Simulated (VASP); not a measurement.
Set up this calculation in VASP 6.6.1, as the native input.

```
Task                   : density of states
Functional             : TPSS
Dispersion             : D3(BJ)
Potentials or basis    : VASP PAW PBE potentials, release 64 (P)
Cutoff                 : 500 eV
k mesh                 : 12 × 12 × 11
Occupations            : tetrahedron
Spin                   : no spin polarisation
Further INCAR settings : ALGO = Normal; EDIFF = 1e-06; NBANDS = 8
```

The structure of P lies in POSCAR:

```
P
1.0
    2.7034822316      0.0000000000      0.0000000000
   -1.3517462457      2.3412888063      0.0000000000
    0.0000000000      0.0000000000      2.5129054123
P
1
Direct
    0.0000000000      0.0000000000      0.0000000000
```

The cell was built by a generator and needn't be a form met in nature.

The cell isn't the ideal one: volume scaled by 1.08.

These files were run (other wordings do the same):

INCAR

```
SYSTEM = P
PREC     = Accurate       ! precision mode
ENCUT    = 500            ! plane-wave cutoff, eV
EDIFF    = 1E-6           ! SCF threshold, eV
ISMEAR   = -5             ! smearing method
SIGMA    = 0.05           ! smearing width, eV
LREAL    = .FALSE.        ! projectors in reciprocal space
LASPH    = .TRUE.         ! aspherical terms in the spheres
NELM     = 60             ! most SCF steps
ALGO     = Normal         ! electronic algorithm
ISIF     = 2              ! what is computed and relaxed
LWAVE    = .FALSE.        ! write WAVECAR
LCHARG   = .FALSE.        ! write CHGCAR
METAGGA  = TPSS           ! meta-GGA
LMIXTAU  = .TRUE.       
IVDW     = 12             ! dispersion correction
LORBIT   = 11             ! projections on sites
NBANDS   = 8              ! bands
NEDOS    = 2001           ! points of the DOS
```

KPOINTS

```
Automatic mesh
0
G
  12 12 11
  0 0 0
```

Potentials or basis: VASP PAW PBE potentials, release 64 (P).

The run is started by

```bash
$ cat potpaw_PBE.64/P/POTCAR > POTCAR
$ mpirun -np 1 vasp_std > vasp.out
```

It gave:

* Pressure: -12.1 GPa
* Band gap on the k mesh: none (metal or under the smearing width)
* Valence electrons inside the program's atomic spheres: P 2.35
* Dispersion energy per atom: -0.611 eV

Caveat: the PAW data sets were made with another functional, which shifts forces and pressure a little; pairwise dispersion overbinds metals, which lowers pressure and volume; tetrahedron occupations give inexact forces and stress in metals.

Wall time 25 s on 1 thread of Intel(R) Xeon(R) 6975P-C (Granite Rapids), with other jobs on the host, peak memory 0.13 GiB.
